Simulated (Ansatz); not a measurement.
**ZnCu in Ansatz: the effect of functional**

ZnCu:

```
Zn Cu
1.0
     2.94500    0.00000    0.00000
     0.00000    2.94500    0.00000
     0.00000    0.00000    2.94500
Zn Cu
1 1
Direct
  0.50000 0.50000 0.50000
  0.00000 0.00000 0.00000
```

Alike in all runs:

- Program: Ansatz 0.2.0
- Task: band structure
- Potentials or basis: Ansatz PAW
- k mesh: 5 × 5 × 5
- Occupations: fermi-dirac, width 0.05 eV
- Spin: no spin polarisation

Task: One run gave: pressure -9.2 GPa. Which functional did it use?
A. revPBE
B. PBEsol
C. RPBE
D. LDA
E. r2SCAN

Result: D.

```csv
functional,cutoff,pressure (GPa)
LDA,420 eV (not typed: the program's choice for these potentials),-9.2
PBEsol,420 eV (not typed: the program's choice for these potentials),-4.0
RPBE,420 eV (not typed: the program's choice for these potentials),7.3
revPBE,420 eV (not typed: the program's choice for these potentials),6.1
BLYP,420 eV (not typed: the program's choice for these potentials),10.2
r2SCAN,500 eV (not typed: the program's choice for these potentials),-2.7
```

Caveats: all runs use coarse meshes; the PAW data sets come from PBE, with cores solved anew for the run's functional, which leaves a small shift of forces and pressure.

Runs at the PBE level aren't shown here.
